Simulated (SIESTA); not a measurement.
## TiO2 under changes of volume

One of the cells (10.435 Å³/atom); the others are scaled copies at fixed shape and fractional positions:

```
Ti O
1.0
     4.59984    0.00000    0.00000
     0.00000    4.59984    0.00000
     0.00000    0.00000    2.95921
Ti O
2 4
Direct
  0.00000 0.00000 0.50000
  0.50000 0.50000 0.00000
  0.30432 0.30432 0.50000
  0.19568 0.80432 0.00000
  0.80432 0.19568 0.00000
  0.69568 0.69568 0.50000
```

The cell is a database's computed one.

```yaml
Program: SIESTA 5.4.2
Functional: PBEsol
Potentials_or_basis: PseudoDojo 0.4 standard (PBEsol files)
Basis: DZP (energy shift 0.003 Ry; two zetas on semicore shells)
Grid_cutoff: 800 Ry
Energy_shift: 0.003 Ry
k_mesh: 4 × 4 × 7
Occupations: fermi-dirac, width 0.05 eV
Spin: no spin polarisation
```

```tsv
volume (Å³/atom)	energy over the lowest point (meV/atom)	pressure (GPa)	gap on the mesh (eV)	largest force (eV/Å)
9.809	?	?	?	?
10.018	14.86	11.3	1.81	0.207
10.227	3.89	5.6	1.76	0.095
10.435	0.00	0.4	1.72	0.008
10.644	2.48	-4.2	1.68	0.102
10.853	10.65	-8.3	1.63	0.193
11.062	23.96	-12.1	1.59	0.274
```

**Question.** What does the run at 9.809 Å³/atom give?

**Answer.** Energy over the lowest point 33.64 meV/atom; pressure 17.6 GPa; gap on the mesh 1.86 eV; largest force 0.324 eV/Å.

Worked out: A Birch-Murnaghan fit of order 3 (a polynomial in V^(-2/3)) to the other rows has its minimum at 10.46 Å³/atom with B0 = V·E''(V) = 242 GPa and B' = 4.4 at fixed shape and positions, which overstates the stiffness. It gives 33.76 meV/atom at 9.809 Å³/atom, against the run's 33.64, and -dE/dV = 17.8 GPa, against 17.6. A straight line through the other rows of the gap, of slope -2.21 eV per unit of ln V (its deformation potential), extrapolates to 1.86 eV, against the run's 1.86.

Energies are extrapolated to zero smearing.

Caveats: an odd mesh through Γ misses points on the zone boundary, where band edges often lie; the basis of atomic orbitals isn't converged, which shifts pressures, moduli and gaps.
